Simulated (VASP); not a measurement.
Data:

```
ZnTe
1.0
    0.00000     2.98163     2.98163
    2.98163     0.00000     2.98163
    2.98163     2.98163     0.00000
Zn Te
1 1
Direct
  0.00000   0.00000   0.00000
  0.25000   0.25000   0.25000
```

Level of theory: PBE GGA with D3 dispersion (Becke-Johnson damping), VASP's PBE PAW potentials (set 64) (plane waves; VASP). Numerical set-up: 520 eV cut-off, 8×8×8 Γ-centred mesh, Gaussian smearing of 0.050 eV, potentials Zn Te.

Task: Give the stress tensor in GPa (positive for a compressed cell).

Result: 
```
3.55  0.00  0.00
0.00  3.55  0.00
0.00  0.00  3.55
```
The pressure is its mean diagonal, 3.55 GPa.

The compound is ZnTe in the zinc blende structure. This cell is one point of a volume scan, at 0.94 of the reference volume.
